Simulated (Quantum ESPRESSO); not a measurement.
# WC (P1) in Quantum ESPRESSO: single point with PBEsol+D2

Aim: the single point of WC with PBEsol+D2.

All numbers are computed with Quantum ESPRESSO 7.5; they aren't measurements. Logs are shortened: lines on timing, memory, paths and dates and some standing lists are left out, and cuts for length are marked.

## (1) Starting point

The typed cell holds 4 atoms: a = 3.101 Å, b = 3.101 Å, c = 4.385 Å, α = 90.00°, β = 90.00°, γ = 90.00°.

The cell comes from a database or a generator and needn't be the stable form of this composition.

## (2) Single point, PBEsol+D2

File run.py:

```python
import numpy as np
from ase.calculators.espresso import Espresso, EspressoProfile
from ase.io import read

atoms = read('WC.xyz')

input_data = {
    'control': {'calculation': 'scf', 'prefix': 'pwscf', 'outdir': './tmp', 'tprnfor': True, 'tstress': True, 'disk_io': 'nowf'},
    'system': {'ecutwfc': 82.0, 'nbnd': 26, 'input_dft': 'pbesol', 'occupations': 'smearing', 'smearing': 'fd', 'degauss': 0.00734986, 'vdw_corr': 'grimme-d2'},
    'electrons': {'conv_thr': 8e-10, 'electron_maxstep': 120, 'mixing_beta': 0.5},
}
pseudopotentials = {'C': 'C.upf', 'W': 'W.upf'}
profile = EspressoProfile(command='pw.x', pseudo_dir='pseudo')
dft = Espresso(profile=profile, input_data=input_data, pseudopotentials=pseudopotentials, kpts=(9, 9, 6), koffset=(0, 0, 0))
atoms.calc = dft

print(f'energy {atoms.get_potential_energy():.8f} eV')
print('forces (eV/A)')
print(np.round(atoms.get_forces(), 6))
print('stress (eV/A^3, Voigt)')
print(np.round(atoms.get_stress(), 8))
print(f'Fermi level {dft.get_fermi_level():.4f} eV')
```

File WC.xyz:

```xyz
4
Lattice="0.0000000000 -2.1926840000 -2.1926840000 0.0000000000 2.1926840000 -2.1926840000 4.3853680000 0.0000000000 0.0000000000" Properties=species:S:1:pos:R:3 pbc="T T T"
W      2.1022516600      0.3280017358     -2.4030096041
W      4.2949356600     -1.8646822642     -2.4030096041
C      0.0904323400     -0.3280017358     -1.9823583959
C      2.2831163400      1.8646822642     -1.9823583959
```

Potentials or basis: PseudoDojo 0.4.1 SR PBE standard.

Started as:

```
$ OMP_NUM_THREADS=1 python run.py
```

Log:

```text
energy -4443.13140596 eV
forces (eV/A)
[[ -1.116171 -15.713705   0.730511]
 [ -1.116119 -15.713622   0.730504]
 [  1.116155  15.713655  -0.730511]
 [  1.116134  15.713672  -0.730504]]
stress (eV/A^3, Voigt)
[ 0.04431212 -1.18863399 -0.31644119 -0.44682783  0.02263626 -0.14249255]
Fermi level 21.0389 eV
```

espresso.pwi:

```text
&CONTROL
   calculation      = 'scf'
   tstress          = .true.
   tprnfor          = .true.
   outdir           = './tmp'
   prefix           = 'pwscf'
   disk_io          = 'nowf'
   pseudo_dir       = 'pseudo'
/
&SYSTEM
   nbnd             = 26
   ecutwfc          = 82.0
   occupations      = 'smearing'
   degauss          = 0.00734986
   smearing         = 'fd'
   input_dft        = 'pbesol'
   vdw_corr         = 'grimme-d2'
   ntyp             = 2
   nat              = 4
   ibrav            = 0
/
&ELECTRONS
   electron_maxstep = 120
   conv_thr         = 8e-10
   mixing_beta      = 0.5
/
&IONS
/
&CELL
/
&FCP
/
&RISM
/
ATOMIC_SPECIES
W 183.84 W.upf
C 12.011 C.upf

K_POINTS automatic
9 9 6  0 0 0

CELL_PARAMETERS angstrom
0.00000000000000 -2.19268400000000 -2.19268400000000
0.00000000000000 2.19268400000000 -2.19268400000000
4.38536800000000 0.00000000000000 0.00000000000000

ATOMIC_POSITIONS angstrom
W 2.1022516600 0.3280017358 -2.4030096041  
W 4.2949356600 -1.8646822642 -2.4030096041  
C 0.0904323400 -0.3280017358 -1.9823583959  
C 2.2831163400 1.8646822642 -1.9823583959
```

espresso.pwo:

```text
This program is part of the open-source Quantum ESPRESSO suite
     for quantum simulation of materials; please cite
         "P. Giannozzi et al., J. Phys.:Condens. Matter 21 395502 (2009);
         "P. Giannozzi et al., J. Phys.:Condens. Matter 29 465901 (2017);
         "P. Giannozzi et al., J. Chem. Phys. 152 154105 (2020);
     in publications or presentations arising from this work. More details at

Warning: card &CELL ignored
Warning: card &FCP ignored
Warning: card &RISM ignored

     IMPORTANT: XC functional enforced from input :
     Exchange-correlation= PBESOL
                           (   1   4  10   8   0   0   0)
     Any further DFT definition will be discarded
     Please, verify this is what you really want

     Found identity + (  0.5000  0.5000 -0.5000) symmetry
     This is a supercell, fractional translations are disabled

     G-vector sticks info
     --------------------
     sticks:   dense  smooth     PW     G-vecs:    dense   smooth      PW
     Sum         885     885    261                28555    28555    4549

     Using Slab Decomposition

     bravais-lattice index     =            0
     lattice parameter (alat)  =       5.8599  a.u.
     unit-cell volume          =     284.5671 (a.u.)^3
     number of atoms/cell      =            4
     number of atomic types    =            2
     number of electrons       =        36.00
     number of Kohn-Sham states=           26
     kinetic-energy cutoff     =      82.0000  Ry
     charge density cutoff     =     328.0000  Ry
     scf convergence threshold =      8.0E-10
     mixing beta               =       0.5000
     number of iterations used =            8  plain     mixing
     Exchange-correlation= PBESOL
                           (   1   4  10   8   0   0   0)

     celldm(1)=   5.859896  celldm(2)=   0.000000  celldm(3)=   0.000000
     celldm(4)=   0.000000  celldm(5)=   0.000000  celldm(6)=   0.000000

     crystal axes: (cart. coord. in units of alat)
               a(1) = (   0.000000  -0.707107  -0.707107 )
               a(2) = (   0.000000   0.707107  -0.707107 )
               a(3) = (   1.414214   0.000000   0.000000 )

     reciprocal axes: (cart. coord. in units 2 pi/alat)
               b(1) = (  0.000000 -0.707107 -0.707107 )
               b(2) = (  0.000000  0.707107 -0.707107 )
               b(3) = (  0.707107  0.000000  0.000000 )

     PseudoPot. # 1 for W  read from file:
     W.upf
     Pseudo is Norm-conserving + core correction, Zval = 14.0
     Generated using ONCVPSP code by D. R. Hamann
     Using radial grid of 1396 points,  8 beta functions with:
                l(1) =   0
                l(2) =   0
                l(3) =   1
                l(4) =   1
                l(5) =   2
                l(6) =   2
                l(7) =   3
                l(8) =   3

     PseudoPot. # 2 for C  read from file:
     C.upf
     Pseudo is Norm-conserving + core correction, Zval =  4.0
     Generated using ONCVPSP code by D. R. Hamann
     Using radial grid of 1248 points,  4 beta functions with:
                l(1) =   0
                l(2) =   0
                l(3) =   1
                l(4) =   1

     atomic species   valence    mass     pseudopotential
     W                14.00   183.84000     W ( 1.00)
     C                 4.00    12.01100     C ( 1.00)

     No symmetry found

   Cartesian axes

     site n.     atom                  positions (alat units)
         1        W      tau(   1) = (   0.6779437   0.1057755  -0.7749335  )
         2        W      tau(   2) = (   1.3850505  -0.6013313  -0.7749335  )
         3        C      tau(   3) = (   0.0291630  -0.1057755  -0.6392800  )
         4        C      tau(   4) = (   0.7362698   0.6013313  -0.6392800  )

     -------------------------------------------------
     Parameters for Dispersion (Grimme-D2) Correction:
     -------------------------------------------------
       atom      VdW radius       C_6

        W          3.349       2818.308
        C          2.744         60.710

     number of k points=   244  Fermi-Dirac smearing, width (Ry)=  0.0073

     Number of k-points >= 100: set verbosity='high' to print them.

     Dense  grid:    28555 G-vectors     FFT dimensions: (  36,  36,  48)

     Initial potential from superposition of free atoms

     starting charge      35.9989, renormalised to      36.0000
     Starting wfcs are   28 randomized atomic wfcs

     Self-consistent Calculation

     iteration #  1     ecut=    82.00 Ry     beta= 0.50
     Davidson diagonalization with overlap
     ethr =  1.00E-02,  avg # of iterations =  3.4

     total energy              =    -326.16027230 Ry
     estimated scf accuracy    <       1.24143383 Ry

     iteration #  2     ecut=    82.00 Ry     beta= 0.50
     Davidson diagonalization with overlap
     ethr =  3.45E-03,  avg # of iterations =  2.0

     total energy              =    -326.51111764 Ry
     estimated scf accuracy    <       0.29502869 Ry

     iteration #  3     ecut=    82.00 Ry     beta= 0.50
     Davidson diagonalization with overlap
     ethr =  8.20E-04,  avg # of iterations =  1.6

     total energy              =    -326.56182814 Ry
     estimated scf accuracy    <       0.00596510 Ry

     iteration #  4     ecut=    82.00 Ry     beta= 0.50
     Davidson diagonalization with overlap
     ethr =  1.66E-05,  avg # of iterations =  6.2

     total energy              =    -326.56382562 Ry
     estimated scf accuracy    <       0.00148575 Ry

     iteration #  5     ecut=    82.00 Ry     beta= 0.50
     Davidson diagonalization with overlap
     ethr =  4.13E-06,  avg # of iterations =  2.9

     total energy              =    -326.56414232 Ry
     estimated scf accuracy    <       0.00009867 Ry

     iteration #  6     ecut=    82.00 Ry     beta= 0.50
     Davidson diagonalization with overlap
     ethr =  2.74E-07,  avg # of iterations =  2.1

     total energy              =    -326.56415490 Ry
     estimated scf accuracy    <       0.00005451 Ry

     iteration #  7     ecut=    82.00 Ry     beta= 0.50
     Davidson diagonalization with overlap
     ethr =  1.51E-07,  avg # of iterations =  1.1

     total energy              =    -326.56416308 Ry
     estimated scf accuracy    <       0.00000081 Ry

     iteration #  8     ecut=    82.00 Ry     beta= 0.50
     Davidson diagonalization with overlap
     ethr =  2.25E-09,  avg # of iterations =  4.1

     total energy              =    -326.56416356 Ry
     estimated scf accuracy    <       0.00000016 Ry

     iteration #  9     ecut=    82.00 Ry     beta= 0.50
     Davidson diagonalization with overlap
     ethr =  4.37E-10,  avg # of iterations =  1.8

     total energy              =    -326.56416357 Ry
     estimated scf accuracy    <       0.00000002 Ry

     iteration # 10     ecut=    82.00 Ry     beta= 0.50
     Davidson diagonalization with overlap
     ethr =  5.54E-11,  avg # of iterations =  2.1

     total energy              =    -326.56416358 Ry
     estimated scf accuracy    <          2.2E-09 Ry

     iteration # 11     ecut=    82.00 Ry     beta= 0.50
     Davidson diagonalization with overlap
     ethr =  6.08E-12,  avg # of iterations =  2.2

     End of self-consistent calculation

     Number of k-points >= 100: set verbosity='high' to print the bands.

     the Fermi energy is    21.0389 ev

!    total energy              =    -326.56416358 Ry
     estimated scf accuracy    <          1.5E-10 Ry
     smearing contrib. (-TS)   =      -0.00461269 Ry
     internal energy E=F+TS    =    -326.55955089 Ry

     The total energy is F=E-TS. E is the sum of the following terms:
     one-electron contribution =     -34.54617769 Ry
     hartree contribution      =      40.40762973 Ry
     xc contribution           =     -75.06473460 Ry
     ewald contribution        =    -257.09111598 Ry
     Dispersion Correction     =      -0.26515235 Ry

     convergence has been achieved in  11 iterations

     Forces acting on atoms (cartesian axes, Ry/au):

     atom    1 type  1   force =    -0.04341213   -0.61116588    0.02841234
     atom    2 type  1   force =    -0.04341011   -0.61116265    0.02841210
     atom    3 type  2   force =     0.04341154    0.61116393   -0.02841235
     atom    4 type  2   force =     0.04341069    0.61116460   -0.02841209

     Total force =     1.226725     Total SCF correction =     0.000017

     Computing stress (Cartesian axis) and pressure

          total   stress  (Ry/bohr**3)                   (kbar)     P=      780.13
  -0.00048262   0.00155194  -0.00024654          -71.00      228.30      -36.27
   0.00155194   0.01294586   0.00486657          228.30     1904.40      715.90
  -0.00024654   0.00486657   0.00344648          -36.27      715.90      506.99

=------------------------------------------------------------------------------=
   JOB DONE.
=------------------------------------------------------------------------------=
```

Run time: 7.4 min. Hardware: 1 thread of Intel Xeon Platinum 8259CL at 2.50GHz (Skylake/Cascade Lake), shared host; peak memory 0.41 GiB.

Results:

- Free energy: -4443.1318 eV
- Pressure: 78.0 GPa
- Largest force: 15.770 eV/Å
- Band gap on the k mesh: none (metal or under the smearing width)

Forces in eV/Å, atoms in the order of the input:
```
W    -1.116 -15.714   0.731
W    -1.116 -15.714   0.731
C     1.116  15.714  -0.731
C     1.116  15.714  -0.731
```

Levels at points of the mesh, in eV from the Fermi level:
```
            k point  band 14  band 15  band 16  band 17  band 18  band 19  band 20  band 21  band 22  band 23
 (0.00, 0.00, 0.00)    -5.36    -4.94    -3.95    -2.06    -0.31     2.27     2.89     2.92     3.26     4.00
(0.00, 0.00, -0.50)    -5.78    -4.67    -4.67    -1.08    -1.08    -0.46    -0.46     3.10     3.10     7.32
```

Caveat: D2 keeps the scale fitted for PBE; the potentials were made for another functional, which shifts forces and pressure; a pressure of tens of GPa on the cell as given is suspect, and the run, the potentials or the cell itself is likely at fault; pairwise dispersion overbinds metals, which lowers pressure and volume.

## (3) The reference run

An earlier run on the cell as given: functional PBE; potentials or basis SSSP 1.3 efficiency PBE; cutoff 748 eV; density cutoff 5987 eV; k mesh 9 × 9 × 6; occupations fermi-dirac, width 0.05 eV; no spin polarisation.

* Pressure: 98.4 GPa
* Largest force: 16.285 eV/Å
* Band gap on the k mesh: none (metal or under the smearing width)
